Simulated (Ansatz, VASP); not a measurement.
# CO2: VASP beside Ansatz

```
CELL_PARAMETERS angstrom
5.63000 0.00000 0.00000
0.00000 5.63000 0.00000
0.00000 0.00000 5.63000
ATOMIC_POSITIONS crystal
C 0.00000 0.00000 0.00000
C 0.50000 0.00000 0.50000
C 0.50000 0.50000 0.00000
C 0.00000 0.50000 0.50000
O 0.10800 0.10800 0.10800
O 0.39200 0.89200 0.60800
O 0.60800 0.39200 0.89200
O 0.89200 0.60800 0.39200
O 0.89200 0.89200 0.89200
O 0.60800 0.10800 0.39200
O 0.39200 0.60800 0.10800
O 0.10800 0.39200 0.60800
```

Alike in both runs: task relaxation of the atoms; functional PBE; k mesh 4 × 4 × 4; occupations fermi-dirac, width 0.02 eV; no spin polarisation.

|  | VASP | Ansatz |
| --- | --- | --- |
| version | VASP 6.6.1 | Ansatz 0.2.0 |
| potentials or method | VASP PAW PBE potentials, release 64 (C, O) | plane-wave PAW, scalar-relativistic |
| plane-wave cutoff (eV) | 520 | 420 |
| valence electrons in the cell | 64 | 64 |

VASP gave:

```
gap on the k mesh at the Fermi level, each at its own relaxed structure (eV) : 6.71
energy change over the relaxation (meV/atom)                                 : -678
```

Question: Which values does Ansatz return?

Answer: gap on the k mesh at the Fermi level, each at its own relaxed structure (eV): 6.79; energy change over the relaxation (meV/atom): -601.

Ansatz warned: «stress_scf_threshold_loose».

Caveats: the standard files for N, O and F lose accuracy on very short bonds. A k mesh can miss the band edges.
